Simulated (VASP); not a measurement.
Wanted: the native input for a VASP 6.6.1 run.

| Quantity | Value |
| --- | --- |
| Task | single point |
| Functional | PBE |
| Potentials or basis | VASP PAW PBE potentials, release 64 (Sn_d_GW) |
| Cutoff | 550 eV |
| k mesh | 7 × 7 × 7 |
| Occupations | gaussian, width 0.05 eV |
| Spin | no spin polarisation |
| Further INCAR settings | ALGO = Normal; EDIFF = 1e-06 |

The structure of Sn lies in POSCAR:

```
Sn
1.0
    0.0000000000      3.2333428000      3.2333428000
    3.2333428000      0.0000000000      3.2333428000
    3.2333428000      3.2333428000      0.0000000000
Sn
2
Direct
    0.7500000000      0.7500000000      0.7500000000
    0.5000000000      0.5000000000      0.5000000000
```

This isn't the form of Sn at room conditions, which is tetragonal (white tin).

One way to write it, as run:

INCAR

```
SYSTEM = Sn
  ALGO = Normal
  EDIFF = 1E-6
  ENCUT = 550
  GGA = PE
  ISIF = 2
  ISMEAR = 0
  LASPH = .True.
  LCHARG = .True.
  LELF = .True.
  LREAL = .False.
  LVHAR = .True.
  LWAVE = .False.
  NELM = 80
  PREC = Accurate
  SIGMA = 0.05
```

KPOINTS

```
k-points
0
Gamma
  7 7 7
  0 0 0
```

Potentials or basis: VASP PAW PBE potentials, release 64 (Sn_d_GW).

The run is started by

```sh
$ cat potpaw_PBE.64/Sn_d_GW/POTCAR > POTCAR
$ mpirun -np 1 vasp_std > vasp.out
```

It gave:

```json
{
  "Pressure": "3.7 GPa",
  "Band gap on the k mesh": "none (metal or under the smearing width)"
}
```

It took 67 s on 1 thread of Intel(R) Xeon(R) Platinum 8488C (Sapphire Rapids) (shared host), peak memory 0.21 GiB.
